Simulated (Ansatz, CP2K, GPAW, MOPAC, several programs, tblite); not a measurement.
## Many methods on one cell: PbSe (h-MgO type)

PbSe built on the h-MgO prototype, relaxed with r2SCAN in Ansatz, was computed with several methods. The symmetry is P6_3/mmc (No. 194, hexagonal); a = 5.174 Å, c = 6.213 Å in the conventional setting, 36.01 Å³ an atom. Around Pb lie 5 Se at 2.99–3.11 Å; around Se lie 5 Pb at 2.99–3.11 Å. (Calculated; spin-unpolarised; the phase may be known or hypothetical.)

```cif
data_structure
_symmetry_space_group_name_H-M 'P 1'
_symmetry_Int_Tables_number 1
_cell_length_a 5.1741
_cell_length_b 5.1741
_cell_length_c 6.2133
_cell_angle_alpha 90.000
_cell_angle_beta 90.000
_cell_angle_gamma 120.000
_cell_volume 144.05
loop_
_atom_site_label
_atom_site_type_symbol
_atom_site_fract_x
_atom_site_fract_y
_atom_site_fract_z
_atom_site_occupancy
Pb1 Pb 0.33333 0.66667 0.25000 1
Pb2 Pb 0.66667 0.33333 0.75000 1
Se1 Se 0.66667 0.33333 0.25000 1
Se2 Se 0.33333 0.66667 0.75000 1
```

Gaps and times are for a single point on this cell; volume and bulk modulus come from each method's own relaxation or energy curve at fixed shape, which is too stiff where a cell has free coordinates or axes. Times are rough, from shared hosts (Arm Neoverse V1), and each method has its own mesh and cell size. A double dagger marks a value from a curve with shape and coordinates held. PM6 (MOPAC): levels, charges or heat of formation failed a check of plausibility, so no values are given. PM6 (MOPAC), PM7 (MOPAC), GFN1-xTB (tblite), GFN2-xTB (tblite) treat a cluster of cells at its zone centre, which samples few k points: where these miss a band edge, the gap comes out too large for that reason alone. Gaps from k meshes are read at a limited set of points (mesh, symmetry points, PBE's band edges), so each method's own least gap may be somewhat smaller. xTB and the PM methods were fitted mostly to molecules, and can miss a solid's gap by electronvolts. Minimal bases can be far off for gaps. GLLB-SC's gap includes the derivative discontinuity. d marks a direct gap, i an indirect one (no mark: not told apart), a dash a value that wasn't computed or didn't pass its checks.

```json
{"method": "GFN1-xTB (tblite)", "kind": "tight binding", "gap (eV)": "1.92", "own volume (Å³/atom)": "–", "bulk modulus (GPa)": "–", "atoms computed": "32", "processor time": "0.96 s"}
{"method": "PM7 (MOPAC)", "kind": "semi-empirical", "gap (eV)": "5.17", "own volume (Å³/atom)": "–", "bulk modulus (GPa)": "–", "atoms computed": "32", "processor time": "1.2 s"}
{"method": "PM6 (MOPAC)", "kind": "semi-empirical", "gap (eV)": "–", "own volume (Å³/atom)": "–", "bulk modulus (GPa)": "–", "atoms computed": "32", "processor time": "1.3 s"}
{"method": "GFN2-xTB (tblite)", "kind": "tight binding", "gap (eV)": "3.57", "own volume (Å³/atom)": "–", "bulk modulus (GPa)": "–", "atoms computed": "32", "processor time": "1.8 s"}
{"method": "light PBE (260 eV and a coarse mesh)", "kind": "light plane-wave", "gap (eV)": "1.16 d", "own volume (Å³/atom)": "–", "bulk modulus (GPa)": "–", "atoms computed": "4", "processor time": "1.9 s"}
{"method": "PBE/SZV (CP2K)", "kind": "small basis", "gap (eV)": "1.10 d", "own volume (Å³/atom)": "37.92‡", "bulk modulus (GPa)": "40‡", "atoms computed": "4", "processor time": "6.8 s"}
{"method": "PBE", "kind": "semilocal", "gap (eV)": "1.16 d", "own volume (Å³/atom)": "36.75", "bulk modulus (GPa)": "36‡", "atoms computed": "4", "processor time": "8.4 s"}
{"method": "PBE/single zeta (GPAW)", "kind": "small basis", "gap (eV)": "1.12 d", "own volume (Å³/atom)": "–", "bulk modulus (GPa)": "–", "atoms computed": "4", "processor time": "13 s"}
{"method": "PBE/DZVP (CP2K)", "kind": "small basis", "gap (eV)": "1.12 d", "own volume (Å³/atom)": "36.72‡", "bulk modulus (GPa)": "36‡", "atoms computed": "4", "processor time": "13 s"}
{"method": "r2SCAN", "kind": "semilocal", "gap (eV)": "1.48 d", "own volume (Å³/atom)": "36.01", "bulk modulus (GPa)": "40‡", "atoms computed": "4", "processor time": "17 s"}
{"method": "GLLB-SC (GPAW)", "kind": "model potential", "gap (eV)": "2.16", "own volume (Å³/atom)": "–", "bulk modulus (GPa)": "–", "atoms computed": "4", "processor time": "86 s"}
```

Against r2SCAN (1.48 eV) and with closed or daggered gaps left aside, the nearest gap at the points sampled is that of PBE (-0.32 eV) and the farthest that of PM7 (MOPAC) (+3.69 eV). r2SCAN is only a yardstick of convenience: semilocal gaps usually lie below measured ones, which GLLB-SC and hybrids aim to mend.

Volumes against r2SCAN's: PBE +2.0 %.

Spin-orbit coupling is left out; in compounds of Pb, Bi, Tl or Hg it can lower a gap by up to about 1 eV, split its edges or invert the bands.
